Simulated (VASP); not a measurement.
A run of VASP 6.6.1 is set up as follows.

File INCAR:

```
PREC = Accurate
ENCUT = 520
EDIFF = 1E-7
ISMEAR = 0
SIGMA = 0.1
LREAL = False
LASPH = True
NELM = 120
ALGO = Fast
ISIF = 2
LWAVE = False
LCHARG = False
ISPIN = 2
MAGMOM = 0.8
LORBIT = 11
LMAXMIX = 4
GGA = PE
```

File KPOINTS:

```
Automatic mesh
0
Gamma
  4 4 4
```

POSCAR

```
Ni                                      
1.0
   -0.0000000000      1.6953208161      1.6953208161
    1.6953208161     -0.0000000000      1.6953208161
    1.6953208161      1.6953208161      0.0000000000
  Ni            
     1
Direct
     0.0000000000000000    0.0000000000000000    0.0000000000000000
```

Potentials or basis: VASP PAW PBE potentials, release 64 (Ni).

The run is started by

```sh
$ cat potpaw_PBE.64/Ni/POTCAR > POTCAR
$ mpirun -np 1 vasp_std > vasp.out
```

Question: What does it give for the net moment?

Answer: 0.59 μB per cell.

Question: Predict the band gap on the k mesh.

Answer: None (metal or under the smearing width).

Question: Predict the site moments.

Answer: Ni +0.60 μB.

Question: Predict the pressure.

Answer: 24.7 GPa.

Caveat: the k mesh is coarse (spacing up to 0.80 Å⁻¹), so the values aren't converged; so large a pressure means that the cell lies far from this level's equilibrium, or that cutoff or potentials fall short.
